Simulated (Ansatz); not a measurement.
**In₂O₃: 113In nuclear quadrupole resonance**

Cell: an entry of the Crystallography Open Database (COD), its atoms then relaxed with PBE in this cell.

```cif
data_In2O3
_symmetry_space_group_name_H-M 'Ia-3'
_symmetry_Int_Tables_number 206
_cell_length_a 10.1200
_cell_length_b 10.1200
_cell_length_c 10.1200
_cell_angle_alpha 90.000
_cell_angle_beta 90.000
_cell_angle_gamma 90.000
loop_
_atom_site_label
_atom_site_type_symbol
_atom_site_symmetry_multiplicity
_atom_site_Wyckoff_symbol
_atom_site_fract_x
_atom_site_fract_y
_atom_site_fract_z
In1 In 8 b 0.2500 0.2500 0.2500
In5 In 24 d 0.9662 0.0000 0.2500
O O 48 e 0.1186 0.1089 0.3453
```

One atom of each set is listed; the run and its k-mesh use a cell of 40 atoms with edges of 8.76, 8.76, 8.76 Å.

Level of theory: DFT, PBE, plane waves and PAW, scalar-relativistic, 420 eV cutoff, Γ-centred 3×3×3 k-points, Fermi–Dirac smearing 0.02 eV (Ansatz 0.2.0).

113In: I = 9/2, Q = 761.0 mb (year-2017 value). Static lattice, zero field.

Problem. At which frequencies do the 113In NQR lines lie?

Solution. For I = 9/2 and η = 0 the lines are |C_Q|/24 times 1, 2, 3 and 4; η shifts the lowest up most. At large η the states mix, and weaker lines appear at sums of the main ones; lines under 5 % of the strongest are left out.

```
site  atoms  V_zz (10²¹ V/m²)  C_Q (MHz)     η        line frequencies (MHz)
 In1      4              8.36        154  0.00        6.41, 12.8, 19.2, 25.6
 In5     12              5.28       97.1  0.96  9.76, 10.2, 14.3, 14.9, 19.9
```

Problem. And for ¹¹⁵In (I = 9/2, Q = 772.0 mb) on In1?

Solution. C_Q scales with Q to 156 MHz, with lines at 6.50, 13.0, 19.5, 26.0 MHz.

An axis of threefold or higher order runs through In1, so V_zz lies along it and η is zero.

At this cell the PBE pressure is 8 GPa, so with PBE the cell would grow if it were relaxed. Without spin–orbit coupling (the program notes it for In) the gradients are little affected as a rule: paired runs on crystals with a gap mostly move them by under 2 % at such atoms. The database positions were far from equilibrium, so the relaxed structure may not be the compound's real one.
